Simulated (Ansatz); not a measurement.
# SrCl2: a trigonal deformation path

An exercise on one series of results from a longer session: the logs are not shown, and one member is left open.

Program: Ansatz 0.2.0. Level of theory: DFT PBE, scalar-relativistic, plane waves, PAW. These are calculated values, not measurements.

## Starting point

It takes space group Fm-3m (No. 225, cubic). The conventional cell has a = 6.971 Å, b = 6.971 Å, c = 6.971 Å, α = 90.00°, β = 90.00°, γ = 90.00°. Sr (site symmetry m-3m) has 8 Cl at 3.02 Å in its first shell of neighbours. Cl (site symmetry -43m) is surrounded by 4 Sr at 3.02 Å.

Coordinates:

```
CELL_PARAMETERS angstrom
0.00000 3.48550 3.48550
3.48550 0.00000 3.48550
3.48550 3.48550 0.00000
ATOMIC_POSITIONS crystal
Sr 0.00000 0.00000 0.00000
Cl 0.25000 0.25000 0.25000
Cl 0.75000 0.75000 0.75000
```

No relaxation comes first: the listed cell is the starting point.

## Zero of energy

Reference values: F = -5710.7235 eV; pressure 1.08 GPa; largest force 0.000 eV/Å; gap on the mesh 5.35 eV. It was computed beforehand with the settings of the runs below.

The first run:

At fixed volume and fractional coordinates, lengths along (0.577, 0.577, 0.577) are scaled against those across it; ρ is that ratio over its starting value.

The input, input.yaml:

```yaml
crystal:
  lattice:
    - [-1.4638182731, 2.9276365463, 2.9276365463]
    - [2.9276365463, -1.4638182731, 2.9276365463]
    - [2.9276365463, 2.9276365463, -1.4638182731]
  atoms:
    - { symbol: Sr, position: [0.0, 0.0, 0.0] }
    - { symbol: Cl, position: [0.25, 0.25, 0.25] }
    - { symbol: Cl, position: [0.75, 0.75, 0.75] }
basis:
  ecutwfc: 420
kpoints:
  mp_grid: { grid: [6, 6, 6] }
hamiltonian:
  xc: pbe
scf:
  occupations: { method: gaussian, width: 0.05 }
output:
  forces: true
  stress: true
  eigenvalues: true
```

The run is started by

```sh
> ansatz run input.yaml --threads 1 --pin off --max-ram 2560MiB --backend cpu --events-out ev --progress --plain --runs-dir out
```

Steps of the session up to this table: ρ = 0.500; Point ρ = 2.000; Point ρ = 0.710; Point ρ = 1.410; At ρ = 0.600; ρ = 0.850; Point ρ = 1.200; At ρ = 1.700; ρ = 0.930; Point ρ = 1.080.

One of the session's tables, all rows but one given; the rest of the session is left out.

It belongs to the step «The scan collected». 

| ρ | ΔE (meV/atom) | pressure (GPa) | gap on the mesh (eV) |
| --- | --- | --- | --- |
| 0.500 | 4543.1 | 57.3 | 0.39 |
| 0.600 | 1722.2 | 27.8 | 3.50 |
| 0.710 | 523.0 | 11.0 | 5.04 |
| 0.850 | 73.4 | 2.8 | 5.34 |
| 0.930 | 11.3 | 1.4 | 5.35 |
| 1.000 | 0.0 | 1.1 | 5.35 |
| 1.080 | 8.1 | 1.4 | 5.36 |
| 1.200 | ? | ? | ? |
| 1.410 | 76.3 | 4.4 | 5.53 |
| 1.700 | 138.2 | 6.5 | 5.49 |
| 2.000 | 226.8 | 7.6 | 5.30 |

Q: Estimate the row for ρ = 1.200 from the others.

Worked estimate for «ΔE (meV/atom)». A straight line through the neighbours (1.080, 8.1) and (1.410, 76.3) gives 8.1 + (76.3 − 8.1) × (1.200 − 1.080) / (1.410 − 1.080) = 32.9; a parabola fitted to 4 rows on both sides gives 33.4.

As computed: ΔE (meV/atom): 33.0; pressure (GPa): 2.4; gap on the mesh (eV): 5.44. In «ΔE (meV/atom)» the line misses by -0.1 and the parabola by +0.4.
